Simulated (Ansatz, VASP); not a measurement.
# Cross-check of LaIr5 between VASP and Ansatz, part 2 of 2

Wanted: the spread between two codes on one cell, functional and k mesh. The cell is taken from a series of runs on this material, whose earlier steps may have relaxed, scaled, displaced or heated it; both programs get it as it stands.

VASP 6.6.1 and Ansatz 0.2.0.

So far: The starting structure; VASP: relaxation of cell and atoms, r2SCAN with rVV10.

## (3) Ansatz: relaxation of cell and atoms, r2SCAN with rVV10

Level of this step: Ansatz beside VASP: Kohn-Sham DFT, plane waves, r2SCAN with rVV10 (Ansatz).

Ansatz runs on its PAW soft_1 files.

The same cell, functional, mesh and smearing now go to Ansatz, which takes its cutoff from its data sets.

File input.yaml:

```yaml
crystal:
  lattice:
    - [5.385, 0.0, 0.0]
    - [-2.6925, 4.6635467994, 0.0]
    - [0.0, 0.0, 4.213]
  atoms:
    - { symbol: La, position: [0.0, 0.0, 0.0] }
    - { symbol: Ir, position: [0.5, 0.0, 0.5] }
    - { symbol: Ir, position: [0.5, 0.5, 0.5] }
    - { symbol: Ir, position: [0.0, 0.5, 0.5] }
    - { symbol: Ir, position: [0.3333333333, 0.6666666667, 0.0] }
    - { symbol: Ir, position: [0.6666666667, 0.3333333333, 0.0] }
kpoints:
  mp_grid: { grid: [7, 7, 8] }
scf:
  occupations: { method: fermi_dirac, width: 0.05 }
hamiltonian:
  xc: r2scan
  pseudopotentials: { kind: paw, azcp: { folder: soft_1 } }
  dispersion: rvv10
relax:
  f_tol: 0.01
  max_steps: 60
  cell: { stress_tol: 0.02 }
output:
  forces: true
  stress: true
```

Run with:

```
ansatz run input.yaml --threads 4 --pin off --max-ram 10240MiB --backend cpu --events-out ev --progress --plain --runs-dir out
```

Numbers of over 12 decimals in the logs are rounded to 6 here.

Output:

```text
Engine: ansatz 0.2.0, x86_64-unknown-linux-gnu
Pseudopotentials: kind: paw
Pseudopotential: La, paw, valence charge 11, recommended cutoff 500 eV (meta_gga), soft_1/La.paw.azcp
Pseudopotential: Ir, paw, valence charge 17, recommended cutoff 500 eV (meta_gga), soft_1/Ir.paw.azcp
Functional definition: r2SCAN+rVV10
  parameter k0 = 0.174
  parameter k1 = 0.065
  parameter a1 = 4.9479
  exchange = r2scan_x(k0 = k0, k1 = k1, a1 = a1)
  correlation = r2scan_c + rvv10(11.95, 0.0093)
Crystal: 6 atoms, lattice volume = 105.802 Å³
Basis set: ecut = 500 eV, 2715 PW (Γ), exchange–correlation on 180×180×144 points (64 copies of the dense FFT grid, shifted against one another)
Bands: 58, of which v1, the nominal top of the filled ones, is band 48 counted from 1 (47 counted from 0)
Symmetry: 24 space group operations
Space group: P6/mmm (ITA 191), of the structure as read, at distance tolerance 4.7e-5 Å
k-points: 40 of 392
Non-local potential: La, projectors of the file, l = 0: 3, l = 1: 2, l = 2: 2, l = 3: 3
Non-local potential: Ir, projectors of the file, l = 0: 3, l = 1: 2, l = 2: 2, l = 3: 1
PAW form: soft (Blöchl's): semilocal exchange-correlation on the pseudo side does not see the compensation charge
rVV10 density: all electrons in the spheres
PAW frozen core: La, regenerated for the run's functional (the file was generated under x = pbe(κ = 0.804, μ = 0.219515), c = pbe(β = 0.066725))
PAW frozen core: Ir, regenerated for the run's functional (the file was generated under x = pbe(κ = 0.804, μ = 0.219515), c = pbe(β = 0.066725))
PAW one-centre angular grid: La, 974 points (default); XC on 160 Gauss nodes
PAW one-centre angular grid: Ir, 590 points (default); XC on 160 Gauss nodes
Initial density: superposition of atomic densities (chi_scale 0.1, normalization cell, long waves kept (reshape's long-wave potential 0.00 eV rms))
Initial wavefunctions: pseudopotential atomic-orbital guess
Functional: x = r2scan, c = r2scan + rvv10(b = 11.95, C = 0.0093); τ floored in thin density (d = 2e-4 eV/Å³)
SCF iter   1: F=—  HF=-66002.283715 eV  |F-HF|=—  |Δ(HF+E_count)|=         —  Δρ=8.17e-2  dr2=1.66e1  dr2_τ=4.01e-1  ethr=3.10e-3  ⟨swp⟩=5.1  Hψ=7413  notcnv=0
preconditioner: auto → Kerker (q_TF=auto, 2.684 Å⁻¹)  [metal: Δε(μ)=0.003 eV  Ē_g=6.267 eV  σ=0.050 eV  W_gap=0.02  n_scr=26 (ndim 8)  ℏωp=26.5 eV  f_vac=0.000  D(μ)=7.73/eV (n_scr^D=82)]
SCF iter   2: F=—  HF=-66000.174050 eV  |F-HF|=—  |Δ(HF+E_count)|=    2.11e0  Δρ=2.71e-2  dr2=5.90e-1  dr2_τ=3.88e-1  ethr=3.10e-3  ⟨swp⟩=4.0  Hψ=4501  notcnv=0  defer=37
SCF iter   3: F=—  HF=-66000.289220 eV  |F-HF|=—  |Δ(HF+E_count)|=   1.15e-1  Δρ=1.43e-2  dr2=2.03e-1  dr2_τ=1.78e-2  ethr=6.15e-4  ⟨swp⟩=2.9  Hψ=3320  notcnv=0  defer=45
SCF iter   4: F=—  HF=-66000.285842 eV  |F-HF|=—  |Δ(HF+E_count)|=   3.38e-3  Δρ=6.68e-3  dr2=7.56e-2  dr2_τ=1.69e-2  ethr=2.12e-4  ⟨swp⟩=3.6  Hψ=3932  notcnv=0  defer=45
SCF iter   5: F=—  HF=-66000.278326 eV  |F-HF|=—  |Δ(HF+E_count)|=   7.52e-3  Δρ=1.96e-3  dr2=6.01e-3  dr2_τ=2.73e-4  ethr=7.87e-5  ⟨swp⟩=2.1  Hψ=3085  notcnv=0  defer=84
SCF iter   6: F=—  HF=-66000.278008 eV  |F-HF|=—  |Δ(HF+E_count)|=   3.18e-4  Δρ=5.30e-4  dr2=6.29e-4  dr2_τ=2.06e-5  ethr=6.26e-6  ⟨swp⟩=2.0  Hψ=3726  notcnv=0  defer=91
SCF iter   7: F=—  HF=-66000.278015 eV  |F-HF|=—  |Δ(HF+E_count)|=   7.28e-6  Δρ=1.75e-4  dr2=6.24e-5  dr2_τ=4.22e-6  ethr=6.55e-7  ⟨swp⟩=2.0  Hψ=3356  notcnv=0  defer=92
SCF iter   8: F=—  HF=-66000.278201 eV  |F-HF|=—  |Δ(HF+E_count)|=   1.85e-4  Δρ=7.23e-5  dr2=1.80e-5  dr2_τ=3.74e-7  ethr=6.50e-8  ⟨swp⟩=2.0  Hψ=3339  notcnv=0  defer=88
SCF iter   9: F=—  HF=-66000.278198 eV  |F-HF|=—  |Δ(HF+E_count)|=   2.61e-6  Δρ=2.86e-5  dr2=2.08e-6  dr2_τ=3.75e-8  ethr=1.88e-8  ⟨swp⟩=2.0  Hψ=2930  notcnv=0  defer=84
SCF iter  10: F=-66000.278198 eV  HF=-66000.278198 eV  |F-HF|=6.78e-9  |Δ(HF+E_count)|=   3.03e-7  Δρ=5.29e-6  dr2=4.46e-8  dr2_τ=1.59e-9  ethr=1.04e-10  ⟨swp⟩=3.0  Hψ=9136  notcnv=0
SCF 1 converged in 10 iterations: F = -66000.278198 eV  dr2 = 4.46e-8
  greatest PAW one-centre occupation: 1.000 electrons in one spin orbital (limit 2), on the Ir atom at site 1 (counted from 0), in its partial waves of l = 0
relax step   1: F+E_penalty+E_count = -66000.27819797 eV  Δ(F+E_penalty+E_count) = +0.000e0 eV  max|allowed force component| = 8.172e-17 eV/Å  Δτ_max = 0.0000 Å  P = +1.013 GPa  Ω = 105.802 Å³  (10 SCF iters, dr2 threshold 1.00e-7 eV, accepted)
[...]
relax step   3: F+E_penalty+E_count = -66000.32326854 eV  Δ(F+E_penalty+E_count) = -2.763e-2 eV  max|allowed force component| = 1.110e-16 eV/Å  Δτ_max = 0.0000 Å  P = -0.337 GPa  Ω = 105.891 Å³  energy of the carried Pulay correction = -2.380e-5 eV  (7 SCF iters, dr2 threshold 6.00e-7 eV, accepted)
[...]
relax step   4: F+E_penalty+E_count = -66000.32344489 eV  Δ(F+E_penalty+E_count) = -1.763e-4 eV  max|allowed force component| = 1.110e-16 eV/Å  Δτ_max = 0.0000 Å  P = +0.186 GPa  Ω = 105.678 Å³  energy of the carried Pulay correction = +3.052e-5 eV  (5 SCF iters, dr2 threshold 5.68e-7 eV, accepted)
[...]
relax step   5: F+E_penalty+E_count = -66000.32347079 eV  Δ(F+E_penalty+E_count) = -2.591e-5 eV  max|allowed force component| = 7.710e-17 eV/Å  Δτ_max = 0.0000 Å  P = -0.001 GPa  Ω = 105.756 Å³  energy of the carried Pulay correction = +1.065e-5 eV  (5 SCF iters, dr2 threshold 1.23e-7 eV, accepted)
[...]
relax step   6: F+E_penalty+E_count = -66000.32350231 eV  Δ(F+E_penalty+E_count) = -3.151e-5 eV  max|allowed force component| = 9.098e-17 eV/Å  Δτ_max = 0.0000 Å  P = -0.000 GPa  Ω = 105.756 Å³  stress off target by 4.09e-3 GPa  SCF on the basis re-selected at this cell (its energy is not comparable with the rows above)  (7 SCF iters)
basis re-selected at this cell: Δ(F+E_penalty+E_count) = -3.151e-5 eV, ΔP = +0.000 GPa vs the last step (what re-selecting the basis moved, of the pressure what is left beyond the Pulay correction that the steps carried, after the strain that the cell walked since its last selection, with what the two solves' SCF thresholds leave and, on support functions, any second-order correction that the steps lacked; it is no m [...]
SCF converged after 7 iterations
Free energy (F): -66000.323502 eV
Harris-Foulkes:  -66000.323502 eV  (|F-HF|=2.91e-11)
Internal energy: -66000.260647 eV  (E = F + TS)
E sigma→0 (E₀):  -66000.292074 eV
Entropy (-TS):   -0.062856 eV (-10.476 meV/atom)
Fermi energy:    20.162556 eV
--- Per-component energies (eV) ---
  E_band       = -834.078227
  E_kinetic    = 2890.819287
  E_local      = -8302.428739  (includes V_loc(G=0)·N_el)
  E_nonlocal   = 1046.332501
  E_hartree    = 3272.358640
  E_xc         = -1203.500081
  E_vxc        = -1564.965061  (∫ρ·V_xc dr)
  E_paw        = -51900.551335  (= ΣΔE_a)
  E_vpaw       = -1544.871047  (= ΣTr[D̂ρ^β])
  E_aug_tail   = 0.000794  (compensation charges beyond the density's cutoff)
  E_vtau       = 96.316771  (kinetic-family band-sum trace: ∫τ·v_τ [+ j·A + Jᵃ·Aᵃ] dr)
  E_ewald      = -11801.774732
  E_core_change = -1.516982  (= ΣΔE_core)
  E_smearing   = -0.062856  (= −TS)
  E_closure    = 0.000000  (closes the sum)
  Σ components = -66000.323502   (vs F -66000.323502, Δ=0.00e0)
--- Forces (eV/Å), atoms counted from 1 ---
  atom   1  La     0.00000000     0.00000000     0.00000000
  atom   2  Ir     0.00000000    -0.00000000     0.00000000
  atom   3  Ir     0.00000000     0.00000000     0.00000000
  atom   4  Ir     0.00000000     0.00000000     0.00000000
  atom   5  Ir     0.00000000     0.00000000     0.00000000
  atom   6  Ir     0.00000000    -0.00000000     0.00000000
  max |Σ_I F_I| component: 9.25e-18 eV/Å
--- Stress (GPa, compression-positive) ---
       -0.002305       0.000000       0.000000
        0.000000      -0.002305       0.000000
        0.000000       0.000000       0.004087
  P = ⅓ Tr σ = -0.0002 GPa (-0.002 kbar)
--- Relaxed structure (5 steps of the walk, 5 accepted, 1 SCFs on fresh bases) ---
  F+E_penalty+E_count = -66000.32350231 eV   max|allowed force component| = 9.098e-17 eV/Å   (the final SCF, on the basis selected at the relaxed cell)
  cell:  # Å, volume = 105.7560 Å³
    - [5.334336, 0.0, 0.0]
    - [-2.667168, 4.619671, 0.0]
    - [0.0, 0.0, 4.291544]
  atoms:
    - { symbol: La, position: [0, 0, 0.0] }
    - { symbol: Ir, position: [0.5, 0, 0.5] }
    - { symbol: Ir, position: [0.5, 0.5, 0.5] }
    - { symbol: Ir, position: [0.0, 0.5, 0.5] }
    - { symbol: Ir, position: [0.333333, 0.666667, 0.0] }
    - { symbol: Ir, position: [0.666667, 0.333333, 0.0] }
```

## (4) Side by side

Known differences besides the potentials themselves: VASP keeps PBE cores, Ansatz makes them for the functional; the data sets hold 96 valence electrons in Ansatz (on its PAW soft_1 files) and 56 in VASP; the cutoff is 500 eV in Ansatz and 550 eV in VASP; Ansatz adds a Pulay correction to the stress that steers its cell, VASP none. Total energies have different zeros and are not compared.

The two programs side by side:

| quantity | Ansatz | VASP | difference |
| --- | --- | --- | --- |
| volume (Å³) | 105.76 | 106.62 | -0.81 % |
| edge a after relaxation, in the typed setting (Å) | 5.334 | 5.348 | -0.26 % |
| edge c after relaxation, in the typed setting (Å) | 4.292 | 4.304 | -0.30 % |

## (5) What came out

```
difference in volume (relaxation of cell and atoms, r2SCAN with rVV10) : -0.81 %
```

The difference in volume is -0.81 % (relaxation of cell and atoms, r2SCAN with rVV10), within the 1.2 % picked in this series as the mark of a large difference, as far as the stopping tolerances let one tell. The data sets hold unlike numbers of valence electrons (96 in Ansatz and 56 in VASP), so part of the differences comes from the potentials. Such differences can come from data sets, numerical settings and the points named under the comparisons, not from the functional's error against experiment.

[Lines on the potential files, build, host, timing and source positions are cut from VASP's logs without a mark.]

[Logs are printed without paths, hosts, clocks, repeated set-up lines and the standing remarks that a program may print on its own settings, such as how far it seeks lower states.]

[Hosts, paths, dates, database ids (printed as entryN), source tags and the programs' standing remarks are cut or masked in the printed files.]
